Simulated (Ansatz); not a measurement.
Clusters are cut from relaxed bulk BN (F-43m, 5.95 Å³/atom, gap on the mesh 4.46 eV) and relaxed in a periodic box with vacuum; the excess energy counts from that bulk. Caps count from half an H2 molecule.

Method: DFT PBE, scalar-relativistic, plane waves, PAW (Ansatz 0.2.0).

Cutoff 420 eV, Gaussian smearing of 0.05 eV, energies at zero smearing, symmetry of each start kept, no spin polarisation.

```csv
start,atoms,k mesh,excess energy (eV per host atom),gap on the mesh (eV),highest filled level or Fermi level under vacuum (eV)
"BNH6, sphere cut",8,1×1×1,0.400,5.07,6.48
"B4N4H18, sphere cut",26,1×1×1,0.496,3.83,5.86
```

Each run keeps its start's symmetry and one magnetic start, so lower states can exist.

Cost: 2 runs of about 1.7 core-minutes in all, on Arm Neoverse V1 (shared hosts).